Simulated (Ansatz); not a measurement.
The elements of this relaxed trial crystal are hidden behind letters.

```
lattice vectors (Å)
   0.0000    2.4381    2.4381
   2.4381    0.0000    2.4381
   2.4381    2.4381    0.0000
fractional positions
X 0.0000 0.0000 0.0000
Z 0.2500 0.2500 0.2500
```

Theory: DFT PBE, scalar-relativistic, plane waves, PAW in Ansatz. Settings of the last relaxation (2-atom cell): 420 eV, 8×8×8 k points, Gaussian smearing of 0.02 eV, no spin polarisation.

- Space group: F-43m (No. 216)
- Conventional cell: a = 4.876 Å
- Volume per atom: 14.49 Å³
- Density: 2.35 g/cm³
- Energy over the elements: −1.070 eV/atom
- Gap on the 8×8×8 mesh of the 2-atom cell: 3.15 eV

Energies are uncorrected and count from the elements' standard states at the same level.

Problem. X is an s-block element of period 2 and Z is a p-block element of period 3. Which elements are they?

Solution. X = Be, Z = S, so the formula is BeS, here in the zinc blende type. Density times volume gives a mean mass of 2.35 × 14.49/1.6605 = 20.5 u per atom, and this set has 20.5 u. Among the elements that the hints allow, noble gases aside, only these give it. Be has 4 S at 2.11 Å; around S lie 4 Be at 2.11 Å.

Kohn–Sham gaps at this level usually fall short of measured ones. This cell was reached by moving the atoms of another relaxed cell at random and relaxing again, last within the group found; it had no such test of its own.
